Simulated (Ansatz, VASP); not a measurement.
## P2W: VASP beside Ansatz

One calculation is typed for both programs; each brings its own data sets. How far apart do they land? The two relaxations start from unlike cells of this crystal (the structure described is Ansatz's start), so only their ends are compared.

Method: plane waves, with VASP 6.6.1 beside it; relaxation of cell and atoms at LDA, in Ansatz 0.2.0.

## Step 1: The structure

Symmetry: C2/m, No. 12, monoclinic system. The conventional cell has a = 8.500 Å, b = 3.168 Å, c = 7.466 Å, α = 90.00°, β = 119.37°, γ = 90.00°. P has 1 P at 2.19 Å and 3 W at 2.46 to 2.48 Å nearest. Nearest to P lie 5 W at 2.49 to 2.64 Å. Nearest to W lie 8 P at 2.46 to 2.64 Å. Farther neighbours are not listed.

As a file:

```
P W
1.0
     4.25000   -1.58400    0.00000
     4.25000    1.58400    0.00000
    -3.66134    0.00000    6.50659
P W
4 2
Direct
  0.13800 0.13800 0.02410
  0.86200 0.86200 0.97590
  0.59880 0.59880 0.39680
  0.40120 0.40120 0.60320
  0.84180 0.84180 0.29350
  0.15820 0.15820 0.70650
```

## Step 2: VASP: relaxation of cell and atoms, LDA

The relaxed volume is the usual yardstick between codes: in a stiff, nearly cubic crystal its relative difference is about their pressure difference at one cell divided by the bulk modulus.

Lines of VASP's logs that name or quote its potential files are left out, and so is its time.

Contents of INCAR:

```
SYSTEM = P2W
PREC = Accurate
ENCUT = 600
EDIFF = 1E-07
NELM = 120
ISMEAR = 0
SIGMA = 0.1
LREAL = .FALSE.
ALGO = Normal
GGA = PW92
NBANDS = 22
LASPH = .TRUE.
LORBIT = 11
LWAVE = .FALSE.
LCHARG = .FALSE.
ISIF = 3
IBRION = 2
NSW = 80
EDIFFG = -0.005
GGA_COMPAT = .FALSE.
NELMIN = 4
KPAR = 2
```

Contents of POSCAR:

```
P2W
1.0
    4.2069668523     -1.5661021711      0.0008477931
    4.2069668523      1.5661021711      0.0008477931
   -3.6229788538      0.0000000000      6.4678776681
P W
4 2
Direct
    0.1385194734      0.1385193557      0.0247143322
    0.8614807620      0.8614806443      0.9752856678
    0.6013531039      0.6013529862      0.3997451990
    0.3986471315      0.3986470138      0.6002548010
    0.8422604524      0.8422603347      0.2938502120
    0.1577397830      0.1577396654      0.7061497880
```

Contents of KPOINTS:

```
Automatic mesh
0
Gamma
10 10 6
0 0 0
```

PAW data sets: P and W (LDA family, release 64).

On the command line:

```
$ mpirun -np 2 vasp_std
```

Numbers of over 12 decimals in the logs are rounded to 6 here.

What it wrote:

```text
[banner, memory and clock lines left out]
running    2 mpi-ranks, on    1 nodes
 distrk:  each k-point on    1 cores,    2 groups
 distr:  one band on    1 cores,    1 groups

 POSCAR found type information on POSCAR P W
 POSCAR found :  2 types and       6 ions
|                                                                             |
|               ----> ADVICE to this user running VASP <----                  |
|                                                                             |
|     You enforced a specific xc type in the INCAR file but a different       |
|     [... a line on the potential file left out ...]
|     I HOPE YOU KNOW WHAT YOU ARE DOING!                                     |
|                                                                             |

 LDA part: xc-table for (Slater(with rela. corr.)+PW92), standard interpolation
 POSCAR, INCAR and KPOINTS ok, starting setup
 FFT: planning ... GRIDC
 FFT: planning ... GRID_SOFT
 FFT: planning ... GRID
 WAVECAR not read
 entering main loop
       N       E                     dE             d eps       ncg     rms          rms(c)
DAV:   1     0.119955144766E+03    0.11996E+03   -0.15323E+04  7568   0.146E+03
DAV:   2    -0.466384737542E+02   -0.16659E+03   -0.15693E+03  9430   0.264E+02
DAV:   3    -0.570355002351E+02   -0.10397E+02   -0.99550E+01 10526   0.576E+01
DAV:   4    -0.572640097823E+02   -0.22851E+00   -0.22593E+00 10018   0.857E+00
DAV:   5    -0.572696088051E+02   -0.55990E-02   -0.55922E-02 10286   0.125E+00    0.383E+01
DAV:   6    -0.558798491727E+02    0.13898E+01   -0.59265E+00 10966   0.118E+01    0.164E+01
DAV:   7    -0.556187896126E+02    0.26106E+00   -0.15974E+00 10198   0.715E+00    0.893E+00
DAV:   8    -0.555038258632E+02    0.11496E+00   -0.32991E-01 10486   0.371E+00    0.552E-01
DAV:   9    -0.555039974625E+02   -0.17160E-03   -0.27751E-02  9972   0.977E-01    0.382E-01
DAV:  10    -0.555036814939E+02    0.31597E-03   -0.15719E-03  9456   0.238E-01    0.236E-01
DAV:  11    -0.555036061540E+02    0.75340E-04   -0.31692E-04 10104   0.100E-01    0.638E-02
DAV:  12    -0.555036111437E+02   -0.49898E-05   -0.56384E-05  9572   0.404E-02    0.183E-02
DAV:  13    -0.555036098518E+02    0.12920E-05   -0.37151E-06 10382   0.112E-02    0.101E-02
DAV:  14    -0.555036096847E+02    0.16706E-06   -0.82021E-07  9472   0.475E-03    0.198E-03
DAV:  15    -0.555036096822E+02    0.25034E-08   -0.63335E-08  6508   0.156E-03
   1 F= -.55503610E+02 E0= -.55499979E+02  d E =-.555036E+02
 curvature:   0.00 expect dE= 0.000E+00 dE for cont linesearch  0.000E+00
 trial: gam= 0.00000 g(F)=  0.224E-05 g(S)=  0.967E-05 ort = 0.000E+00 (trialstep = 0.100E+01)
 search vector abs. value=  0.119E-04
 bond charge predicted
       N       E                     dE             d eps       ncg     rms          rms(c)
DAV:   1    -0.555036186834E+02   -0.89987E-05   -0.45445E-04  8348   0.123E-01    0.285E-02
DAV:   2    -0.555036137558E+02    0.49276E-05   -0.19052E-05  9964   0.276E-02    0.199E-02
DAV:   3    -0.555036118887E+02    0.18671E-05   -0.51613E-06  9728   0.124E-02    0.313E-03
DAV:   4    -0.555036118391E+02    0.49655E-07   -0.35685E-07  8478   0.382E-03
   2 F= -.55503612E+02 E0= -.55499983E+02  d E =-.215686E-05
 trial-energy change:   -0.000002  1 .order   -0.000002   -0.000012    0.000007
 step:   0.6190(harm=  0.6190)  dis= 0.00009  next Energy=   -55.503613 (dE=-0.369E-05)
 reached required accuracy - stopping structural energy minimisation
```

From OUTCAR (step 2):

```text
ion  position               nearest neighbor table
   1  0.139  0.139  0.025-   2 2.18   6 2.44   5 2.46   5 2.46   2 2.60   2 2.60
   2  0.861  0.861  0.975-   1 2.18   5 2.44   6 2.46   6 2.46   1 2.60   1 2.60
   3  0.601  0.601  0.400-   5 2.48   5 2.48   5 2.51   6 2.60   6 2.60   4 2.70   4 2.70   4 2.76

  LATTYP: Found a base centered monoclinic cell.
 ALAT       =     8.4139338754
 B/A-ratio  =     0.3722639598
 C/A-ratio  =     0.8810934347
 COS(beta)  =    -0.4885268739

 Subroutine GETGRP returns: Found  4 space group operations
 (whereof  4 operations were pure point group operations)

The static configuration has the point symmetry C_2h.

 Found    172 irreducible k-points:

   k-points           NKPTS =    172   k-points in BZ     NKDIM =    172   number of bands    NBANDS=     22

   dimension x,y,z NGX =    36 NGY =   36 NGZ =   60
   dimension x,y,z NGXF=    72 NGYF=   72 NGZF=  120

   ENCUT  =  600.0 eV  44.10 Ry    6.64 a.u.   8.97  8.97 14.81*2*pi/ulx,y,z

   NELECT =      32.0000    total number of electrons

 k-points in reciprocal lattice and weights: Automatic mesh
   0.00000000  0.00000000  0.00000000       0.002
   0.10000000  0.00000000  0.00000000       0.007
   0.20000000  0.00000000  0.00000000       0.007
   0.30000000  0.00000000 -0.00000000       0.007
   0.40000000  0.00000000  0.00000000       0.007
   0.50000000  0.00000000  0.00000000       0.003
   0.10000000  0.10000000  0.00000000       0.003
   0.20000000  0.10000000  0.00000000       0.007
   0.30000000  0.10000000  0.00000000       0.007
[...]
-0.40000000  0.40000000  0.50000000       0.003
   0.50000000  0.50000000  0.50000000       0.002

 average (electrostatic) potential at core
       1 -80.7387       2 -80.7387       3 -80.6553       4 -80.6553       5 -36.2668
       6 -36.2668

 E-fermi :   9.7857

 k-point     1 :       0.0000    0.0000    0.0000
  band No.  band energies     occupation
    ...
     12       6.7148      2.00000
     13       7.4425      2.00000
     14       7.5727      2.00000
     15       7.9400      2.00000
     16       9.4439      2.00000
     17      10.2626      0.00000
     18      10.9308      0.00000
     19      11.6266      0.00000
     20      12.7688      0.00000
     21      13.6262      0.00000
    ...

 k-point     2 :       0.1000    0.0000    0.0000
  band No.  band energies     occupation
    ...
     12       6.6398      2.00000
     13       6.8836      2.00000
     14       7.5401      2.00000
     15       7.9216      2.00000
     16       9.5562      1.99883
     17      10.4659      0.00000
     18      10.7881      0.00000
     19      11.7616      0.00000
     20      12.6563      0.00000
     21      13.4536      0.00000
    ...

 k-point     3 :       0.2000    0.0000    0.0000
  band No.  band energies     occupation
    ...
     12       6.4107      2.00000
     13       6.6072      2.00000
     14       7.3455      2.00000
     15       7.7202      2.00000
     16       9.6705      1.89691
     17       9.8611      0.28634
     18      11.1783      0.00000
     19      11.9229      0.00000
     20      12.7871      0.00000
     21      13.1481      0.00000
    ...

  Total        0.0215140      0.0208652      0.0296044      0.0000000      0.0000000      0.0001663
  in kB        0.4045115      0.3923141      0.5566304      0.0000000      0.0000000      0.0031274
  external PRESSURE =       0.4511520 kB  Pullay stress =       0.0000000 kB

  energy-cutoff  :      600.00
  volume of cell :       85.21
      direct lattice vectors                 reciprocal lattice vectors
     4.207022749 -1.566005763  0.001156373     0.118830595 -0.319283627  0.066574517
     4.207022749  1.566005763  0.001156373     0.118830595  0.319283627  0.066574517
    -3.622552190  0.000000000  6.465988033    -0.000042503  0.000000000  0.154631593

 POSITION                                       TOTAL-FORCE (eV/Angst)
 -----------------------------------------------------------------------------------
      1.07585     -0.00000      0.16027        -0.003450      0.000000      0.000615
      3.71564     -0.00000      6.30803         0.003450      0.000000     -0.000615
      3.61183     -0.00000      2.58616         0.001602      0.000000     -0.000476
      1.17967     -0.00000      3.88214        -0.001602      0.000000      0.000476
      6.02230     -0.00000      1.90193         0.000418      0.000000      0.003052
     -1.23081     -0.00000      4.56637        -0.000418      0.000000     -0.003052
 -----------------------------------------------------------------------------------
    total drift:                               -0.000350      0.000165      0.000001

  FREE ENERGIE OF THE ION-ELECTRON SYSTEM (eV)
  ---------------------------------------------------
  free  energy   TOTEN  =       -55.5036118391 eV

  energy  without entropy=      -55.4963544017  energy(sigma->0) =      -55.49998312

 reached required accuracy - stopping structural energy minimisation

 total charge
# of ion       s       p       d       tot
------------------------------------------
    1        1.036   1.467   0.000   2.503
    2        1.036   1.467   0.000   2.503
    3        1.038   1.433   0.000   2.471
    4        1.038   1.433   0.000   2.471
    5        0.585   0.726   4.504   5.814
    6        0.585   0.726   4.504   5.814
--------------------------------------------------
tot          5.318   7.251   9.008  21.577

[... 3 further parts left out ...]
```

## Step 3: Ansatz: relaxation of cell and atoms, LDA

Ansatz runs on its default PAW (the set named soft_2) files.

Its own start cell and the same functional (in two slightly different forms), mesh and smearing now go to Ansatz, which takes its cutoff from its data sets.

Contents of input.yaml:

```yaml
crystal:
  lattice:
    - [4.25, -1.584, 0.0]
    - [4.25, 1.584, 0.0]
    - [-3.6613405039, 0.0, 6.5065921737]
  atoms:
    - { symbol: P, position: [0.138, 0.138, 0.0241] }
    - { symbol: P, position: [0.862, 0.862, 0.9759] }
    - { symbol: P, position: [0.5988, 0.5988, 0.3968] }
    - { symbol: P, position: [0.4012, 0.4012, 0.6032] }
    - { symbol: W, position: [0.8418, 0.8418, 0.2935] }
    - { symbol: W, position: [0.1582, 0.1582, 0.7065] }
kpoints:
  mp_grid: { grid: [10, 10, 6] }
hamiltonian:
  xc: lda
scf:
  occupations: { method: gaussian, width: 0.1 }
output:
  forces: true
  stress: true
  eigenvalues: true
  write_density: true
  write_potential: true
  elf: true
  volumetric_format: npy
relax:
  adjacent_minimum: "off"
  f_tol: 0.005
  max_steps: 60
  cell: { stress_tol: 0.03 }
```

On the command line:

```
$ ansatz run input.yaml --threads 4 --pin off --max-ram 16384MiB --backend cpu --events-out ev --progress --plain --runs-dir out
```

What it wrote:

```text
Engine: ansatz 0.2.0, aarch64-unknown-linux-gnu
Pseudopotentials: kind: paw
Pseudopotential: P, paw, valence charge 5, recommended cutoff 420 eV (normal), P.paw.azcp
Pseudopotential: W, paw, valence charge 14, recommended cutoff 420 eV (normal), W.paw.azcp
Functional definition: SPW92
  exchange = slater_x
  correlation = pw_c
Crystal: 6 atoms, lattice volume = 87.605 Å³
Basis set: ecut = 420 eV, 1737 PW (Γ)
Bands: 30, of which v1, the nominal top of the filled ones, is band 24 counted from 1 (23 counted from 0)
Symmetry: 4 space group operations
Space group: C2/m (ITA 12), of the structure as read, at distance tolerance 4.4e-5 Å
k-points: 172 of 600
Non-local potential: P, projectors of the file, l = 0: 2, l = 1: 2, l = 2: 2
Non-local potential: W, projectors of the file, l = 0: 3, l = 1: 2, l = 2: 2, l = 3: 1
PAW form: soft (Blöchl's): semilocal exchange-correlation on the pseudo side does not see the compensation charge
PAW frozen core: P, regenerated for the run's functional, and the local potential with it (the file was generated under x = pbe(κ = 0.804, μ = 0.219515), c = pbe(β = 0.066725))
PAW frozen core: W, regenerated for the run's functional, and the local potential with it (the file was generated under x = pbe(κ = 0.804, μ = 0.219515), c = pbe(β = 0.066725))
PAW one-centre angular grid: P, 110 points (default); XC on 64 Gauss nodes
PAW one-centre angular grid: W, 590 points (default); XC on 64 Gauss nodes
Initial density: superposition of atomic densities (neutral atoms: chi_scale 0, normalization atom), corrected by the library's trained network
Initial wavefunctions: pseudopotential atomic-orbital guess
Functional: x = slater, c = lda
SCF iter   1: F=—  HF=-23166.529852 eV  |F-HF|=—  |Δ(HF+E_count)|=         —  Δρ=1.16e-2  dr2=1.70e-1  ethr=1.77e-3  ⟨swp⟩=5.9  Hψ=24819  notcnv=0
preconditioner: auto → Kerker (q_TF=auto, 2.468 Å⁻¹)  [metal: Δε(μ)=0.037 eV  Ē_g=7.918 eV  σ=0.100 eV  W_gap=0.20  n_scr=20 (ndim 8)  ℏωp=22.4 eV  f_vac=0.000  D(μ)=1.35/eV (n_scr^D=4)]
SCF iter   2: F=—  HF=-23166.499196 eV  |F-HF|=—  |Δ(HF+E_count)|=   3.07e-2  Δρ=4.71e-3  dr2=1.25e-2  ethr=3.53e-4  ⟨swp⟩=1.8  Hψ=6895  notcnv=0  defer=53
SCF iter   3: F=—  HF=-23166.497104 eV  |F-HF|=—  |Δ(HF+E_count)|=   2.09e-3  Δρ=1.87e-3  dr2=1.67e-3  ethr=2.61e-5  ⟨swp⟩=2.7  Hψ=7080  notcnv=0  defer=53
SCF iter   4: F=—  HF=-23166.496832 eV  |F-HF|=—  |Δ(HF+E_count)|=   2.73e-4  Δρ=1.56e-4  dr2=1.59e-5  ethr=3.49e-6  ⟨swp⟩=2.4  Hψ=7497  notcnv=0  defer=53
SCF iter   5: F=—  HF=-23166.496830 eV  |F-HF|=—  |Δ(HF+E_count)|=   1.73e-6  Δρ=3.24e-5  dr2=6.73e-7  ethr=3.32e-8  ⟨swp⟩=2.3  Hψ=8317  notcnv=0  defer=57
SCF iter   6: F=-23166.496830 eV  HF=-23166.496830 eV  |F-HF|=1.18e-8  |Δ(HF+E_count)|=   9.11e-8  Δρ=5.66e-6  dr2=3.36e-8  ethr=2.08e-10  ⟨swp⟩=14.0  Hψ=40631  notcnv=0
SCF 1 converged in 6 iterations: F = -23166.496830 eV  dr2 = 3.36e-8
  greatest PAW one-centre occupation: 1.000 electrons in one spin orbital (limit 2), on the W atom at site 5 (counted from 0), in its partial waves of l = 0
relax step   1: F+E_penalty+E_count = -23166.49682992 eV  Δ(F+E_penalty+E_count) = +0.000e0 eV  max|allowed force component| = 1.564e-1 eV/Å  Δτ_max = 0.0000 Å  P = -5.544 GPa  Ω = 87.605 Å³  (6 SCF iters, dr2 threshold 1.00e-7 eV, accepted)
[...]
relax step   4: F+E_penalty+E_count = -23166.54202572 eV  Δ(F+E_penalty+E_count) = -8.972e-4 eV  max|allowed force component| = 2.902e-2 eV/Å  Δτ_max = 0.0034 Å  P = -0.039 GPa  Ω = 85.322 Å³  energy of the carried Pulay correction = +8.123e-4 eV  (3 SCF iters, dr2 threshold 6.00e-7 eV, accepted)
[...]
relax step   5: F+E_penalty+E_count = -23166.54210115 eV  Δ(F+E_penalty+E_count) = -7.544e-5 eV  max|allowed force component| = 1.132e-2 eV/Å  Δτ_max = 0.0030 Å  P = -0.014 GPa  Ω = 85.298 Å³  energy of the carried Pulay correction = +8.209e-4 eV  (4 SCF iters, dr2 threshold 5.26e-8 eV, accepted)
[...]
relax step   6: F+E_penalty+E_count = -23166.54212672 eV  Δ(F+E_penalty+E_count) = -2.557e-5 eV  max|allowed force component| = 2.076e-3 eV/Å  Δτ_max = 0.0010 Å  P = +0.002 GPa  Ω = 85.295 Å³  energy of the carried Pulay correction = +8.222e-4 eV  (4 SCF iters, dr2 threshold 1.02e-8 eV, accepted)
[...]
relax step   7: F+E_penalty+E_count = -23166.54138998 eV  Δ(F+E_penalty+E_count) = +7.367e-4 eV  max|allowed force component| = 2.039e-3 eV/Å  Δτ_max = 0.0000 Å  P = -0.008 GPa  Ω = 85.295 Å³  stress off target by 2.33e-2 GPa  SCF on the basis re-selected at this cell (its energy is not comparable with the rows above)  (5 SCF iters)
basis re-selected at this cell: Δ(F+E_penalty+E_count) = +7.367e-4 eV, ΔP = -0.010 GPa vs the last step (what re-selecting the basis moved, of the pressure what is left beyond the Pulay correction that the steps carried, after the strain that the cell walked since its last selection, with what the two solves' SCF thresholds leave and, on support functions, any second-order correction that the steps lacked; it is no m [...]
SCF converged after 5 iterations
Free energy (F): -23166.541390 eV
Harris-Foulkes:  -23166.541390 eV  (|F-HF|=3.64e-12)
Internal energy: -23166.533851 eV  (E = F + TS)
E sigma→0 (E₀):  -23166.537620 eV
Entropy (-TS):   -0.007539 eV (-1.257 meV/atom)
Fermi energy:    15.986931 eV
--- Per-component energies (eV) ---
  E_band       = -181.803197
  E_kinetic    = 1205.233410
  E_local      = -2125.934066  (includes V_loc(G=0)·N_el)
  E_nonlocal   = 151.864561
  E_hartree    = 807.955589
  E_xc         = -784.306109
  E_vxc        = -733.761815  (∫ρ·V_xc dr)
  E_paw        = -18780.461985  (= ΣΔE_a)
  E_vpaw       = -295.116393  (= ΣTr[D̂ρ^β])
  E_aug_tail   = -0.000113  (compensation charges beyond the density's cutoff)
  E_ewald      = -3641.920850
  E_core_change = 1.035712  (= ΣΔE_core)
  E_smearing   = -0.007539  (= −TS)
  E_closure    = -0.000000  (closes the sum)
  Σ components = -23166.541390   (vs F -23166.541390, Δ=0.00e0)
--- Forces (eV/Å), atoms counted from 1 ---
  atom   1  P     -0.00149319     0.00000000     0.00128419
  atom   2  P      0.00149319     0.00000000    -0.00128419
  atom   3  P     -0.00015069     0.00000000    -0.00083753
  atom   4  P      0.00015069     0.00000000     0.00083753
  atom   5  W     -0.00087913     0.00000000    -0.00203907
  atom   6  W      0.00087913     0.00000000     0.00203907
  max |Σ_I F_I| component: 2.17e-19 eV/Å
--- Stress (GPa, compression-positive) ---
        0.003247       0.000000       0.020156
        0.000000      -0.020509       0.000000
        0.020156       0.000000      -0.008054
  P = ⅓ Tr σ = -0.0084 GPa (-0.084 kbar)
--- Band table (eV; the first three rows and the last of 172) ---
  k-point 0: bands = [... 20 lower, 13.6365, 13.7757, 14.1601, 15.6502, 16.4524, 17.1193, 17.7975, 18.9629, ... 2 higher]
  k-point 1: bands = [... 20 lower, 13.6538, 13.8854, 13.9914, 15.8053, 16.7055, 16.8137, 17.9425, 19.1798, ... 2 higher]
  k-point 2: bands = [... 20 lower, 13.3104, 14.0395, 14.3307, 15.5062, 16.9800, 17.2844, 18.1608, 18.8804, ... 2 higher]
  k-point 171: bands = [... 20 lower, 14.0350, 14.0481, 14.9990, 15.5079, 16.6398, 17.1536, 17.2618, 18.2770, ... 2 higher]
--- Relaxed structure (6 steps of the walk, 6 accepted, 1 SCFs on fresh bases) ---
  F+E_penalty+E_count = -23166.54138998 eV   max|allowed force component| = 2.039e-3 eV/Å   (the final SCF, on the basis selected at the relaxed cell)
  cell:  # Å, volume = 85.2947 Å³
    - [4.207668, -1.567300, 0.00187992]
    - [4.207668, 1.567300, 0.00187992]
    - [-3.621994, 9.543475821997419e-18, 6.465320]
  atoms:
    - { symbol: P, position: [0.138729, 0.138729, 0.024916] }
    - { symbol: P, position: [0.861271, 0.861271, 0.975084] }
    - { symbol: P, position: [0.601176, 0.601176, 0.399427] }
    - { symbol: P, position: [0.398824, 0.398824, 0.600573] }
    - { symbol: W, position: [0.842331, 0.842331, 0.293878] }
    - { symbol: W, position: [0.157669, 0.157669, 0.706122] }
```

In the SCF lines HF is the Harris–Foulkes energy and dr2 the Hartree energy of the density residual, in eV; the loop may stop once dr2 is under the threshold and the program's other checks hold. Hψ counts applications of the Hamiltonian.

## Step 4: Side by side

Known differences besides the potentials themselves: the data sets hold 48 valence electrons in Ansatz (on its default PAW (the set named soft_2) files) and 32 in VASP; the cutoff is 420 eV in Ansatz and 600 eV in VASP; VASP's log shows a relativistic correction to its local exchange, Ansatz's none; Ansatz adds a Pulay correction to the stress that steers its cell, VASP none. Total energies have different zeros and are not compared.

Compared:

```tsv
quantity	Ansatz	VASP	difference
volume (Å³)	85.29	85.21	+0.10 %
edge a after relaxation, in the typed setting (Å)	4.490	4.489	+0.02 %
edge c after relaxation, in the typed setting (Å)	7.411	7.412	-0.01 %
```

## Step 5: What came out

```
difference in volume (relaxation of cell and atoms, LDA) : 0.097 %
```

In words: The difference in volume is 0.097 % (relaxation of cell and atoms, LDA), within the 1.2 % picked in this series as the mark of a large difference, as far as the stopping tolerances let one tell. The data sets hold unlike numbers of valence electrons (48 in Ansatz and 32 in VASP), so part of the differences comes from the potentials. 1 further run of this series is not shown here. Such differences can come from data sets, numerical settings and the points named under the comparisons, not from the functional's error against experiment.

[Lines on the potential files, build, host, timing and source positions are cut from VASP's logs without a mark.]

[Logs are printed without paths, hosts, clocks, repeated set-up lines and the standing remarks that a program may print on its own settings, such as how far it seeks lower states.]

[Hosts, paths, dates, database ids (printed as entryN), source tags and the programs' standing remarks are cut or masked in the printed files.]
